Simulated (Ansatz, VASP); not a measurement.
**One calculation of TiO2, two programs**

File POSCAR:

```
TiO2
1.0
    0.0000000000      2.3349890976      2.3349890976
    2.3349890976      0.0000000000      2.3349890976
    2.3349890976      2.3349890976      0.0000000000
Ti O
1 2
Direct
    0.0000000000      0.0000000000      0.0000000000
    0.2500000000      0.2500000000      0.2500000000
    0.7500000000      0.7500000000      0.7500000000
```

Contents of INCAR.step1:

```
PREC = Accurate
ENCUT = 520
EDIFF = 1E-5
ISMEAR = 0
SIGMA = 0.01
LREAL = F
LASPH = T
NELM = 100
ALGO = Normal
ISIF = 2
LWAVE = T
NBANDS = 19
GGA = PE
```

File INCAR.step2:

```
PREC = Accurate
ENCUT = 520
EDIFF = 1E-6
ISMEAR = 0
SIGMA = 0.01
LREAL = F
LASPH = T
NELM = 100
ALGO = Normal
ISIF = 2
LWAVE = F
LCHARG = T
GGA = PE
LHFCALC = T
HFSCREEN = 0.2079
PRECFOCK = Normal
LELF = T
LVHAR = T
NBANDS = 19
ISTART = 1
```

File KPOINTS:

```
regular mesh
0
Gamma
  6 6 6
```

Input for Ansatz:

```yaml
crystal:
  lattice:
    - [0.0, 2.3349890976, 2.3349890976]
    - [2.3349890976, 0.0, 2.3349890976]
    - [2.3349890976, 2.3349890976, 0.0]
  atoms:
    - { symbol: Ti, position: [0.0, 0.0, 0.0] }
    - { symbol: O, position: [0.25, 0.25, 0.25] }
    - { symbol: O, position: [0.75, 0.75, 0.75] }
kpoints:
  mp_grid: { grid: [6, 6, 6] }
  band_path:
    path:
      - [0.0, 0.0, 0.0]
      - [0.5, 0.0, 0.5]
      - [0.625, 0.25, 0.625]
      - [0.375, 0.375, 0.75]
      - [0.5, 0.5, 0.5]
      - [0.5, 0.25, 0.75]
    npoints: 1
hamiltonian:
  xc: hse06
scf:
  occupations: { method: fixed }
  n_extra_bands: 4
output:
  forces: true
  stress: true
  eigenvalues: true
```

Change from the starting cell: hydrostatic strain -2.6%.

Alike in both runs: task single point; functional HSE06; k mesh 6 × 6 × 6; no spin polarisation.

|  | VASP | Ansatz |
| --- | --- | --- |
| version | VASP 6.6.1 | Ansatz 0.2.0 |
| potentials or method | VASP PAW PBE potentials, release 64 (Ti_sv, O) | plane waves, PAW |
| plane-wave cutoff (eV) | 520 | 420 |
| occupations | gaussian, width 0.01 eV | fixed |
| valence electrons in the cell | 24 | 24 |

VASP gave:

- gap on the k mesh at the Fermi level (eV): 2.70
- pressure (GPa): 22.4

Q: Estimate Ansatz's values.

A: gap on the k mesh at the Fermi level (eV): 2.73; pressure (GPa): 21.3.

Ansatz warned: «stress_exchange_threshold_loose».

Caveats: so large a pressure means that the cell lies far from this level's equilibrium, or that cutoff or potentials fall short (VASP); the potentials were made for another functional, which shifts forces and pressure (VASP). A k mesh can miss the band edges.
